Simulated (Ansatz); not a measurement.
## HfO2: checking dH/dP = V

Theory: DFT PBE, scalar-relativistic, plane waves, PAW in Ansatz. (420 eV cutoff, 6×6×8 k-mesh, Gaussian smearing of 0.02 eV, no spin polarisation)

Reference structure (relaxed):

```
Hf O
1.0
     4.88037    0.00000    0.00000
     0.00000    4.88037    0.00000
     0.00000    0.00000    3.23768
Hf O
2 4
Direct
  0.00000 0.00000 0.00000
  0.50000 0.50000 0.50000
  0.19482 0.80518 0.50000
  0.30518 0.30518 0.00000
  0.69482 0.69482 0.00000
  0.80518 0.19482 0.50000
```

Cell and atoms were relaxed at each target pressure within the start's symmetry (P4_2/mnm), at zero temperature; other phases can be more stable under pressure. H = E + PV with P the target; E is the free energy at the smearing used, whose derivative the pressure is, per atom and counted from zero pressure.

Spin-orbit coupling is left out, which matters for the bands and energies of heavy elements.

| P (GPa) | V (Å³/atom) | E − E0 (meV) | H − H0 (meV) |
| --- | --- | --- | --- |
| 0 | 12.853 | 0.0 | 0.0 |
| 1 | 12.791 | 0.2 | 80.0 |
| 4 | 12.615 | 3.0 | 317.9 |
| 12 | 12.196 | 23.5 | 937.0 |
| 25 | 11.644 | 86.4 | 1903.4 |
| 50 | 10.843 | 270.5 | 3654.4 |
| 90 | 9.943 | 656.7 | 6242.2 |

Question: Thermodynamics gives dH/dP = V along a relaxed path. Integrate V over P by the trapezoid rule and compare with the computed enthalpies.

Answer: With 1 eV/Å³ = 160.22 GPa, each step adds the mean volume times ΔP / 160.22:
```
P (GPa)  ∫V dP (meV) H − H0 (meV) difference (meV)
      1         80.0          80.0               0.0
      4        317.9         317.9               0.0
     12        937.3         937.0               0.3
     25       1904.5        1903.4               1.1
     50       3659.0        3654.4               4.6
     90       6253.8        6242.2              11.6
```

V(P) curves upward, so the trapezoid rule runs high; integrating a smooth curve through the same points puts that excess at about 11.6 meV at 90 GPa, against the 11.6 meV found.

Question: At 90 GPa, how much of the enthalpy change is stored energy and how much is the PV term?

Answer: E rises by 657 meV/atom and PV is 90 × 9.943 / 160.22 = 5585 meV/atom, so PV makes 89 % of ΔH. So between rival structures at high pressure a small difference in volume can outweigh the difference in energy: 1 % of this volume is worth 55.9 meV/atom at this pressure.

Question: What bulk modulus do the lowest pressures give, and how is the compression shared among the axes?

Answer: From the pressures that the runs reached, -1.01 GPa (12.917 Å³) and 1.00 GPa (12.791 Å³), B = −ΔP/Δln V = 2.01 / 0.0098 = 204 GPa, a mean over that range. The linear compressibilities −Δln(length)/ΔP are 1.92 along a, 1.92 along b, 1.05 along c (in TPa⁻¹). With fixed angles they add up to 1/B: 4.89 against 4.89. Softest: a and b, at 39 % of the volume change per axis.

Question: The gap is 3.887 eV at -1.01 GPa and 3.917 eV at 1.00 GPa. What pressure coefficient and volume deformation potential follow?

Answer: dE_g/dP = 15.1 meV/GPa, and a_V = dE_g/d ln V = −B dE_g/dP = -3.09 eV. If the edges move to other points of the zone within the range, this is a mean of two slopes. Gaps are Kohn–Sham gaps over the whole zone.

This rutile-type form isn't the usual stable structure of the compound.